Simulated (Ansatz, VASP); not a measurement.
Two plane-wave programs on RbBr

The input INCAR:

```
PREC = Accurate
ENCUT = 520
EDIFF = 1E-6
ISMEAR = 0
SIGMA = 0.05
LREAL = F
LASPH = T
NELM = 80
ALGO = Normal
ISIF = 2
LWAVE = F
LCHARG = F
GGA = PS
NBANDS = 15
```

KPOINTS

```
regular mesh
0
Gamma
  6 6 6
```

Contents of POSCAR:

```
RbBr
1.0
    4.0701688540      0.0000000000      0.0000000000
    0.0000000000      4.0701688540      0.0000000000
    0.0000000000      0.0000000000      4.0701688540
Rb Br
1 1
Direct
    0.0000000000     -0.0595372219     -0.0198457406
    0.5000000000      0.5636828616      0.5212276205
```

Input for Ansatz:

```yaml
crystal:
  lattice:
    - [4.070168854, 0.0, 0.0]
    - [0.0, 4.070168854, 0.0]
    - [0.0, 0.0, 4.070168854]
  atoms:
    - { symbol: Rb, position: [0.0, -0.0595372219, -0.0198457406] }
    - { symbol: Br, position: [0.5, 0.5636828616, 0.5212276205] }
basis:
  ecutwfc: 420
kpoints:
  mp_grid: { grid: [6, 6, 6] }
hamiltonian:
  xc: pbesol
scf:
  occupations: { method: gaussian, width: 0.05 }
output:
  forces: true
  stress: true
  eigenvalues: true
```

Change from the starting cell: mode 5 frozen in at -0.259 Å and mode 6 at -0.086 Å (largest displacements).

Alike in both runs: task single point; functional PBEsol; k mesh 6 × 6 × 6; occupations gaussian, width 0.05 eV; no spin polarisation.

```csv
,VASP,Ansatz
version,VASP 6.6.1,Ansatz 0.2.0
potentials or method,"VASP PAW PBE potentials, release 64 (Rb_sv, Br)","scalar-relativistic, plane waves, PAW"
plane-wave cutoff (eV),520,420
valence electrons in the cell,16,16
```

|  | VASP | Ansatz | Ansatz less VASP |
| --- | --- | --- | --- |
| gap on the k mesh at the Fermi level (eV) | 4.11 | 4.11 | +0.001 |
| least direct gap on the mesh (eV) | 4.25 | 4.25 | +0.001 |
| pressure (GPa) | 1.7 | 1.7 | -0.07 |
| largest component of the traceless stress (GPa) | 1.00 | 0.98 | -0.015 |
| rms of the force components (eV/Å) | 0.336 | 0.331 | -0.0057 |

Atom by atom the forces differ by 0.006 eV/Å (rms over components).

Caveats: the PAW data sets were made with another functional, which shifts forces and pressure a little (VASP). A k mesh can miss the band edges.
